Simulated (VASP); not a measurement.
# TaN (P-6m2) in VASP: a series of runs

The runs below take TaN through single point, with HSE06.

Program: VASP 6.6.1. These are calculated values, not measurements. Logs are shortened: lines on timing, memory, paths and dates and some standing lists are left out, and cuts for length are marked.

### Step 1. The crystal as given

The structure is hexagonal, space group P-6m2 (No. 187). Conventional cell: a = 2.938 Å, b = 2.938 Å, c = 2.883 Å, α = 90.00°, β = 90.00°, γ = 120.00°. Ta (site symmetry -6m2) has 6 N at 2.23 Å as nearest neighbours. N (site symmetry -6m2) is surrounded by 6 Ta at 2.23 Å.

### Step 2. Single point, HSE06, collinear spin, ferromagnetic start

File POSCAR:

```
TaN
1.0
    2.9380011100      0.0000000000      0.0000000000
   -1.4690005500      2.5443836000      0.0000000000
    0.0000000000      0.0000000000      5.7660044200
Ta N
2 2
Direct
    0.3333333333      0.6666666667      0.2500000000
    0.3333333333      0.6666666667      0.7500000000
    0.0000000000      0.0000000000      0.0000000000
    0.0000000000      0.0000000000      0.5000000000
```

File INCAR.step1:

```
PREC = Accurate ; ENCUT = 450
EDIFF = 1E-5 ; ISMEAR = 0
SIGMA = 0.05 ; LREAL = False
LASPH = True ; NELM = 60
ALGO = Normal ; ISIF = 2
LWAVE = True ; LCHARG = False
ISPIN = 2 ; MAGMOM = 0.5 0.5 0 0
LORBIT = 11 ; LMAXMIX = 4
GGA = PE
```

File INCAR.step2:

```
PREC = Accurate ; ENCUT = 450
EDIFF = 1E-6 ; ISMEAR = 0
SIGMA = 0.05 ; LREAL = False
LASPH = True ; NELM = 60
ALGO = Normal ; ISIF = 2
LWAVE = False ; LCHARG = False
ISPIN = 2 ; MAGMOM = 0.5 0.5 0 0
LORBIT = 11 ; LMAXMIX = 4
GGA = PE ; LHFCALC = True
HFSCREEN = 0.2 ; PRECFOCK = Fast
ISTART = 1
```

File KPOINTS:

```
Automatic mesh
0
Gamma
  5 5 3
```

Potentials or basis: VASP PAW PBE potentials, release 64 (Ta_pv, N).

The run is started by

```
$ cat potpaw_PBE.64/Ta_pv/POTCAR potpaw_PBE.64/N/POTCAR > POTCAR
$ cp INCAR.step1 INCAR
$ mpirun -np 1 vasp_std > vasp.out
$ cp INCAR.step2 INCAR
$ mpirun -np 1 vasp_std > vasp.out
```

OUTCAR:

```text
PREC = Accurate
   ENCUT = 450
   EDIFF = 1E-6
   ISMEAR = 0
   LREAL = False
   LASPH = True
   NELM = 60
   ISIF = 2
   ISPIN = 2
   LORBIT = 11
   GGA = PE
   LHFCALC = True
   HFSCREEN = 0.2
   PRECFOCK = Fast
   ISTART = 1

 ion  position               nearest neighbor table
   1  0.333  0.667  0.250-   3 2.23   4 2.23   3 2.23   4 2.23   3 2.23   4 2.23   2 2.88   2 2.88

   2  0.333  0.667  0.750-   3 2.23   4 2.23   3 2.23   4 2.23   3 2.23   4 2.23   1 2.88   1 2.88

   3  0.000  0.000  0.000-   1 2.23   2 2.23   1 2.23   2 2.23   1 2.23   2 2.23
   4  0.000  0.000  0.500-   1 2.23   2 2.23   1 2.23   2 2.23   1 2.23   2 2.23

  LATTYP: Found a hexagonal cell.
 ALAT       =     2.9380011100
 C/A-ratio  =     1.9625603273

  Lattice vectors:

 A1 = (   2.9380011100,   0.0000000000,   0.0000000000)
 A2 = (  -1.4690005500,   2.5443836000,   0.0000000000)
 A3 = (   0.0000000000,   0.0000000000,   5.7660044200)

Analysis of symmetry for initial positions (statically):
=====================================================================
 Subroutine PRICEL returns following result:

  LATTYP: Found a hexagonal cell.
 ALAT       =     2.9380011100
 C/A-ratio  =     0.9812801636
[... 12 lines left out ...]
 Subroutine GETGRP returns: Found 12 space group operations
 (whereof 12 operations were pure point group operations)
 out of a pool of 24 trial point group operations.

The static configuration has the point symmetry D_3h.

Analysis of symmetry for dynamics (positions and initial velocities):
=====================================================================
 Subroutine PRICEL returns following result:

  LATTYP: Found a hexagonal cell.
 ALAT       =     2.9380011100
 C/A-ratio  =     0.9812801636
[... 12 lines left out ...]
 Subroutine GETGRP returns: Found 12 space group operations
 (whereof 12 operations were pure point group operations)
 out of a pool of 24 trial point group operations.

The dynamic configuration has the point symmetry D_3h.

Analysis of structural, dynamic, and magnetic symmetry:
=====================================================================
 Subroutine PRICEL returns following result:

  LATTYP: Found a hexagonal cell.
 ALAT       =     2.9380011100
 C/A-ratio  =     0.9812801636
[... 12 lines left out ...]
 Subroutine GETGRP returns: Found 12 space group operations
 (whereof 12 operations were pure point group operations)
 out of a pool of 24 trial point group operations.

The overall configuration has the point symmetry D_3h.

 Subroutine INISYM returns: Found 12 space group operations
 (whereof 12 operations are pure point group operations),
 and found     2 'primitive' translations

----------------------------------------------------------------------------------------

                                     Primitive cell

  volume of cell :      21.5516

  direct lattice vectors                    reciprocal lattice vectors
     2.938001110  0.000000000  0.000000000     0.340367468  0.196511249  0.000000000
    -1.469000550  2.544383600  0.000000000     0.000000000  0.393022499  0.000000000
     0.000000000  0.000000000  2.883002210     0.000000000  0.000000000  0.346860643

  length of vectors
     2.938001110  2.938001110  2.883002210     0.393022499  0.393022499  0.346860643

  position of ions in fractional coordinates (direct lattice)
     0.333333333  0.666666667  0.500000000
     0.000000000  0.000000000  0.000000000

  ion indices of the primitive-cell ions
   primitive index   ion index
                 1           1
                 2           3

----------------------------------------------------------------------------------------

 KPOINTS: Automatic mesh

Automatic generation of k-mesh.
 Grid dimensions read from file:
 generate k-points for:    5    5    3

 Generating k-lattice:

  Cartesian coordinates                     Fractional coordinates (reciprocal lattice)
[... 21 lines left out ...]
  0.400000  0.200000  0.000000      6.000000
  0.000000  0.000000  0.333333      2.000000
  0.200000 -0.000000  0.333333     12.000000
  0.400000 -0.000000  0.333333     12.000000
  0.200000  0.200000  0.333333     12.000000
  0.400000  0.200000  0.333333     12.000000
   k-points           NKPTS =     10   k-points in BZ     NKDIM =     75   number of bands    NBANDS=     21
   number of dos      NEDOS =    301   number of ions     NIONS =      4
   total plane-waves  NPLWV =  16000
   dimension x,y,z NGX =    20 NGY =   20 NGZ =   40
   dimension x,y,z NGXF=    40 NGYF=   40 NGZF=   80
   ions per type =               2   2
   NGX,Y,Z   is equivalent  to a cutoff of  11.32, 11.32, 11.53 a.u.
   NGXF,Y,Z  is equivalent  to a cutoff of  22.63, 22.63, 23.07 a.u.
 SYSTEM =  unknown system
   PREC   = accura    normal or accurate (medium, high low for compatibility)
   ISTART =      1    job   : 0-new  1-cont  2-samecut
   ICHARG =      0    charge: 1-file 2-atom 10-const
   ISPIN  =      2    spin polarized calculation?
   LNONCOLLINEAR =      F non collinear calculations
   LSORBIT =      F    spin-orbit coupling
   LASPH  =      T    aspherical Exc in radial PAW
   ENCUT  =  450.0 eV  33.07 Ry    5.75 a.u.   5.08  5.08  9.97*2*pi/ulx,y,z
   NELM   =     60;   NELMIN=  2; NELMDL=  0     # of ELM steps
   EDIFF  = 0.1E-05   stopping-criterion for ELM
   LREAL  =      F    real-space projection
   EDIFFG = 0.1E-04   stopping-criterion for IOM
   NSW    =      0    number of steps for IOM
   IBRION =     -1    ionic relax: 0-MD 1-quasi-New 2-CG
   NFREE  =      0    steps in history (QN), initial steepest desc. (CG)
   ISIF   =      2    stress and relaxation
   ISYM   =      3    0-nonsym 1-usesym 2-fastsym
   POTIM  = 0.5000    time-step for ionic-motion
   TEBEG  =    0.0;   TEEND  =   0.0 temperature during run
   PSTRESS=    0.0 pullay stress
   NELECT =      32.0000    total number of electrons
   NUPDOWN=      -1.0000    fix difference up-down
   EMIN   =  10.00;   EMAX   =-10.00  energy-range for DOS
   EFERMI =   0.00;   METHOD = LEGACY
   ISMEAR =     0;   SIGMA  =   0.05  broadening in eV -4-tet -1-fermi 0-gaus
   EFERMI_NEDOS =   21; number of points for ismear=-14 and -15
   IALGO  =     38    algorithm
   IMIX   =      1    mixing-type and parameters
     AMIX     =   0.40;   BMIX     =  1.00
     AMIX_MAG =   1.60;   BMIX_MAG =  1.00
  volume/ion in A,a.u.               =      10.78        72.72
  Fermi-wavevector in a.u.,A,eV,Ry     =   1.482364  2.801263 29.897501  2.197404
  Thomas-Fermi vector in A             =   2.596160
   LORBIT       =     11    0 simple, 1 ext, 2 COOP (PROOUT), +10 PAW based schemes
   GGA     = PE    functional components
   LHFCALC =     T    Hartree Fock is set to
   PRECFOCK=fast      Normal, Fast or Accurate (Low or Medium for compatibility)
   ENCUT4O =  -1.0   cutoff for four orbital integrals eV
   NKREDX  =     1    reduce k-point grid by
   NKREDY  =     1    reduce k-point grid by
   NKREDZ  =     1    reduce k-point grid by
   AEXX    =    0.2500 exact exchange contribution
   HFSCREEN=    0.2000 screening length (either q_TF or 0.3 A-1)
   HFSCREENC=   0.2000 screening length for correlation (either q_TF or 0.3 A-1)
   ENCUTFOCK=  -1.0 apply spherical cutoff to Coloumb kernel
   IVDW    =     0    specifies the selected vdW correction
   LEPSILON=     F    determine dielectric tensor
   LRPA    =     F    only Hartree local field effects (RPA)
 spin polarized calculation
 Gauss-broadening in eV      SIGMA  =   0.05
  energy-cutoff  :      450.00
  volume of cell :       43.10
 maximum number of plane-waves:       942
  NGX = 12; NGY = 12; NGZ = 24

 number of electron      32.0000005 magnetization       0.0015240

 Free energy of the ion-electron system (eV)
  ---------------------------------------------------
  ext. energy  EPLUGINS =         0.00000000
  ---------------------------------------------------
  free energy    TOTEN  =       -52.87738928 eV

  energy without entropy =      -52.87619226  energy(sigma->0) =      -52.87679077

 E-fermi :   8.6052     XC(G=0): -10.8776

 val. band max:        8.2019160661   @ k =   0.0000   0.0000   0.0000
 cond. band min:       8.6273383336   @ k =   0.0000   0.0000   0.3333
 fundamental gap:      0.4254222675
 Fermi energy:         8.6051734310

 spin component 1

 k-point     1 :       0.0000    0.0000    0.0000
  band No.  band energies     occupation
      1     -30.2889      1.00000
      2     -29.2540      1.00000
      3     -28.9726      1.00000
      4     -28.9726      1.00000
      5     -28.8848      1.00000
      6     -28.8848      1.00000
[... 229 lines left out ...]
     20      13.1096      0.00000
     21      13.3385      0.00000
 Fermi energy:         8.6051734310

 spin component 2

 k-point     1 :       0.0000    0.0000    0.0000
  band No.  band energies     occupation
      1     -30.2887      1.00000
      2     -29.2537      1.00000
      3     -28.9719      1.00000
      4     -28.9719      1.00000
      5     -28.8841      1.00000
      6     -28.8841      1.00000
[... 229 lines left out ...]
     20      13.1103      0.00000
     21      13.3392      0.00000

------------------------ aborting loop because EDIFF is reached ----------------------------------------

  FORCE on cell =-STRESS in cart. coord.  units (eV):
  Direction    XX          YY          ZZ          XY          YZ          ZX
  --------------------------------------------------------------------------------------
  -------------------------------------------------------------------------------------
  Total       -1.3167945     -1.3167945     -1.6086054     -0.0000000     -0.0000000      0.0000000
  in kB      -48.9462092    -48.9462093    -59.7930326     -0.0000001     -0.0000000      0.0000000
  external PRESSURE =     -52.5618170 kB  Pullay stress =       0.0000000 kB

 VOLUME and BASIS-vectors are now :
 -----------------------------------------------------------------------------
  energy-cutoff  :      450.00
  volume of cell :       43.10
      direct lattice vectors                 reciprocal lattice vectors
     2.938001110  0.000000000  0.000000000     0.340367468  0.196511249  0.000000000
    -1.469000550  2.544383600  0.000000000     0.000000000  0.393022499  0.000000000
     0.000000000  0.000000000  5.766004420     0.000000000  0.000000000  0.173430321

 POSITION                                       TOTAL-FORCE (eV/Angst)
 -----------------------------------------------------------------------------------
      0.00000      1.69626      1.44150         0.000000     -0.000000      0.000000
      0.00000      1.69626      4.32450         0.000000     -0.000000      0.000000
      0.00000      0.00000      0.00000        -0.000000     -0.000000      0.000000
      0.00000      0.00000      2.88300        -0.000000      0.000000     -0.000000
 -----------------------------------------------------------------------------------
    total drift:                                0.000001      0.000002      0.000001

  FREE ENERGIE OF THE ION-ELECTRON SYSTEM (eV)
  ---------------------------------------------------
  free  energy   TOTEN  =       -52.8773892825 eV

  energy  without entropy=      -52.8761922588  energy(sigma->0) =      -52.87679077

 total charge

# of ion       s       p       d       tot
------------------------------------------
    1        0.303   6.280   2.374   8.957
    2        0.303   6.280   2.374   8.957
    3        1.234   2.497   0.000   3.731
    4        1.234   2.497   0.000   3.731
--------------------------------------------------
tot          3.075  17.554   4.748  25.377

 magnetization (x)

# of ion       s       p       d       tot
------------------------------------------
    1        0.000   0.000   0.001   0.001
    2        0.000   0.000   0.001   0.001
    3       -0.000  -0.000   0.000  -0.000
    4       -0.000  -0.000   0.000  -0.000
--------------------------------------------------
tot         -0.000  -0.000   0.001   0.001
```

Wall time 22 min (1 thread of AMD EPYC 7R13 (Zen 3), shared host); peak memory 0.24 GiB.

Results:

```
Free energy                                           : -52.8774 eV
Band gap on the k mesh                                : none (metal or under the smearing width)
Net moment                                            : 0.00 μB per cell
Valence electrons inside the program's atomic spheres : Ta 8.96; N 3.73
```

Caveat: the k mesh is coarse (spacing up to 0.49 Å⁻¹), so the values aren't converged, least of all with exact exchange; the cutoff is under 1.25 times the usual one of these potentials, so pressure, stress and relaxed cells hold a basis-set (Pulay) error; the PAW data sets were made with another functional, which shifts forces and pressure a little. The run has no spin-orbit coupling, so splittings on Ta are missing.

### Step 3. Single point, HSE06, collinear spin, antiferromagnetic start

POSCAR is that of step 2.

File INCAR.step1:

```
SYSTEM = TaN
PREC = Accurate
ENCUT = 450
EDIFF = 1E-5
ISMEAR = 0
SIGMA = 0.05
LREAL = .FALSE.
LASPH = .TRUE.
NELM = 60
ALGO = Normal
ISIF = 2
LWAVE = .TRUE.
LCHARG = .FALSE.
ISPIN = 2
MAGMOM = 0.5 -0.5 0 0
LORBIT = 11
LMAXMIX = 4
NBANDS = 28
GGA = PE
```

File INCAR.step2:

```
SYSTEM = TaN
PREC = Accurate
ENCUT = 450
EDIFF = 1E-6
ISMEAR = 0
SIGMA = 0.05
LREAL = .FALSE.
LASPH = .TRUE.
NELM = 60
ALGO = Normal
ISIF = 2
LWAVE = .FALSE.
LCHARG = .FALSE.
ISPIN = 2
MAGMOM = 0.5 -0.5 0 0
LORBIT = 11
LMAXMIX = 4
GGA = PE
LHFCALC = .TRUE.
HFSCREEN = 0.2
PRECFOCK = Fast
NBANDS = 28
ISTART = 1
```

File KPOINTS:

```
Automatic mesh
0
G
  5 5 3
  0 0 0
```

Potentials or basis: VASP PAW PBE potentials, release 64 (Ta_pv, N).

The run is started by

```
$ cat potpaw_PBE.64/Ta_pv/POTCAR potpaw_PBE.64/N/POTCAR > POTCAR
$ cp INCAR.step1 INCAR
$ mpirun -np 1 vasp_std > vasp.out
$ cp INCAR.step2 INCAR
$ mpirun -np 1 vasp_std > vasp.out
```

OUTCAR:

```text
SYSTEM = TaN
   PREC = Accurate
   ENCUT = 450
   EDIFF = 1E-6
   ISMEAR = 0
   LREAL = .FALSE.
   LASPH = .TRUE.
   NELM = 60
   ISIF = 2
   ISPIN = 2
   LORBIT = 11
   GGA = PE
   LHFCALC = .TRUE.
   HFSCREEN = 0.2
   PRECFOCK = Fast
   ISTART = 1

 ion  position               nearest neighbor table
   1  0.333  0.667  0.250-   3 2.23   4 2.23   3 2.23   4 2.23   3 2.23   4 2.23   2 2.88   2 2.88

   2  0.333  0.667  0.750-   3 2.23   4 2.23   3 2.23   4 2.23   3 2.23   4 2.23   1 2.88   1 2.88

   3  0.000  0.000  0.000-   1 2.23   2 2.23   1 2.23   2 2.23   1 2.23   2 2.23
   4  0.000  0.000  0.500-   1 2.23   2 2.23   1 2.23   2 2.23   1 2.23   2 2.23

  LATTYP: Found a hexagonal cell.
 ALAT       =     2.9380011100
 C/A-ratio  =     1.9625603273

  Lattice vectors:

 A1 = (   2.9380011100,   0.0000000000,   0.0000000000)
 A2 = (  -1.4690005500,   2.5443836000,   0.0000000000)
 A3 = (   0.0000000000,   0.0000000000,   5.7660044200)

Analysis of symmetry for initial positions (statically):
[... 850 lines left out ...]
  FORCE on cell =-STRESS in cart. coord.  units (eV):
  Direction    XX          YY          ZZ          XY          YZ          ZX
  --------------------------------------------------------------------------------------
  -------------------------------------------------------------------------------------
  Total       -1.3174153     -1.3174153     -1.6095114     -0.0000000     -0.0000000     -0.0000000
  in kB      -48.9692867    -48.9692868    -59.8267105     -0.0000001     -0.0000000     -0.0000000
  external PRESSURE =     -52.5884280 kB  Pullay stress =       0.0000000 kB

 VOLUME and BASIS-vectors are now :
 -----------------------------------------------------------------------------
  energy-cutoff  :      450.00
  volume of cell :       43.10
      direct lattice vectors                 reciprocal lattice vectors
     2.938001110  0.000000000  0.000000000     0.340367468  0.196511249  0.000000000
    -1.469000550  2.544383600  0.000000000     0.000000000  0.393022499  0.000000000
     0.000000000  0.000000000  5.766004420     0.000000000  0.000000000  0.173430321

 POSITION                                       TOTAL-FORCE (eV/Angst)
 -----------------------------------------------------------------------------------
      0.00000      1.69626      1.44150        -0.000000     -0.000000      0.000000
      0.00000      1.69626      4.32450        -0.000000     -0.000000      0.000000
      0.00000      0.00000      0.00000         0.000000      0.000000      0.000000
      0.00000      0.00000      2.88300        -0.000000      0.000000      0.000000
 -----------------------------------------------------------------------------------
    total drift:                                0.000000     -0.000000      0.000000

  FREE ENERGIE OF THE ION-ELECTRON SYSTEM (eV)
  ---------------------------------------------------
  free  energy   TOTEN  =       -52.8773890846 eV

  energy  without entropy=      -52.8761906741  energy(sigma->0) =      -52.87678988

 total charge

# of ion       s       p       d       tot
------------------------------------------
    1        0.303   6.280   2.374   8.957
    2        0.303   6.280   2.374   8.957
    3        1.234   2.497   0.000   3.731
    4        1.234   2.497   0.000   3.731
--------------------------------------------------
tot          3.075  17.554   4.748  25.377

 magnetization (x)

# of ion       s       p       d       tot
------------------------------------------
    1        0.000  -0.000  -0.000   0.000
    2       -0.000   0.000   0.000  -0.000
    3        0.000   0.000   0.000   0.000
    4        0.000   0.000   0.000   0.000
--------------------------------------------------
tot          0.000   0.000   0.000   0.000
```

OUTCAR.step1:

```text
SYSTEM = TaN
   PREC = Accurate
   ENCUT = 450
   EDIFF = 1E-5
   ISMEAR = 0
   LREAL = .FALSE.
   LASPH = .TRUE.
   NELM = 60
   ISIF = 2
   ISPIN = 2
   LORBIT = 11
   GGA = PE

[... 897 lines left out ...]
    1        0.305   6.265   2.432   9.002
    2        0.305   6.265   2.432   9.002
    3        1.235   2.491   0.000   3.726
    4        1.235   2.491   0.000   3.726
--------------------------------------------------
tot          3.081  17.512   4.863  25.456

 magnetization (x)

# of ion       s       p       d       tot
------------------------------------------
    1        0.000  -0.000   0.000   0.000
    2       -0.000   0.000  -0.000  -0.000
    3        0.000   0.000   0.000   0.000
    4        0.000   0.000   0.000   0.000
--------------------------------------------------
tot          0.000   0.000   0.000   0.000
```

It took 25 min on 1 thread of Intel Xeon Platinum 8259CL at 2.50GHz (Skylake/Cascade Lake), shared host; peak memory 0.27 GiB.

What came out:

```
Free energy                                           : -52.8774 eV
Band gap on the k mesh                                : none (metal or under the smearing width)
Net moment                                            : 0.00 μB per cell
Valence electrons inside the program's atomic spheres : Ta 8.96; N 3.73
```

Levels at points of the mesh, in eV from the Fermi level:
Spin up:
```csv
k point,band 13,band 14,band 15,band 16,band 17,band 18,band 19,band 20
"(0.00, 0.00, 0.00)",-4.91,-4.91,-4.06,-0.40,-0.40,2.28,2.34,3.58
```
Spin down:
```csv
k point,band 14,band 15,band 16,band 17,band 18,band 19
"(0.00, 0.00, 0.00)",-4.91,-4.06,-0.40,-0.40,2.28,2.34
```

Caveat: the k mesh is coarse (spacing up to 0.49 Å⁻¹), so the values aren't converged, least of all with exact exchange; the cutoff is under 1.25 times the usual one of these potentials, so pressure, stress and relaxed cells hold a basis-set (Pulay) error; the PAW data sets were made with another functional, which shifts forces and pressure a little. The run has no spin-orbit coupling, so splittings on Ta are missing.
